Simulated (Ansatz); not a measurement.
KCl, CsCl type, relaxed with r2SCAN in the PAW code Ansatz. Space group Pm-3m (No. 221), cubic; conventional cell a = 3.771 Å, 26.82 Å³ an atom. K has 8 Cl at 3.27 Å; Cl has 8 K at 3.27 Å.

The axes x, y and z are those of this cell:
```xyz
2
Lattice="3.7712 0.0000 0.0000 0.0000 3.7712 0.0000 0.0000 0.0000 3.7712" Properties=species:S:1:pos:R:3 pbc="T T T"
K     0.0000    0.0000    0.0000
Cl    1.8856    1.8856    1.8856
```

Unstrained: PBE gives an indirect gap of 5.030 eV, from M to Γ; the least direct gap is 5.243 eV at Γ. r2SCAN gives an indirect gap of 5.801 eV, from M to Γ; the least direct gap is 6.016 eV at Γ. The HSE06 gap is indirect, 6.365 eV (M to Γ), below the direct gap of 6.595 eV at Γ. Meshes: PBE 8×8×8, r2SCAN 8×8×8, HSE06 6×6×6. Strains are changes of length per length. After each strain the atoms were relaxed again with r2SCAN within the symmetry that the strain leaves, so tilts or polar shifts that break it weren't tested; points keep the names that they have in the unstrained zone. Values at 0 K without nuclear motion; spin polarisation is off, and the phase may be a hypothetical one.

Problem. Estimate what biaxial +5.69 % in x and y, z held does to the gap.

Solution. PBE: the gap goes from 5.030 to 4.378 eV (-0.652 eV). r2SCAN: the gap goes from 5.801 to 5.108 eV (-0.693 eV). HSE06: the gap goes from 6.365 to 5.675 eV (-0.690 eV). The r2SCAN energy rises by 29.0 meV an atom.

Problem. Apply epitaxial -3.87 % in the plane normal to [111], free normal strain +6.99 %. How far does the gap move, against the unstrained cell?

Solution. PBE: the gap goes from 5.030 to 5.106 eV (+0.076 eV). r2SCAN: the gap goes from 5.801 to 5.871 eV (+0.070 eV). HSE06: the gap goes from 6.365 to 6.445 eV (+0.080 eV). The r2SCAN energy rises by 7.4 meV an atom.

Problem. Estimate what uniaxial +5.78 % along x, other directions held does to the gap.

Solution. PBE: the gap goes from 5.030 to 4.655 eV (-0.375 eV). r2SCAN: the gap goes from 5.801 to 5.400 eV (-0.401 eV). HSE06: the gap goes from 6.365 to 5.969 eV (-0.396 eV). The r2SCAN energy rises by 14.0 meV an atom.

The meshes of the hybrids are coarse, so their gaps aren't converged to the digits shown.
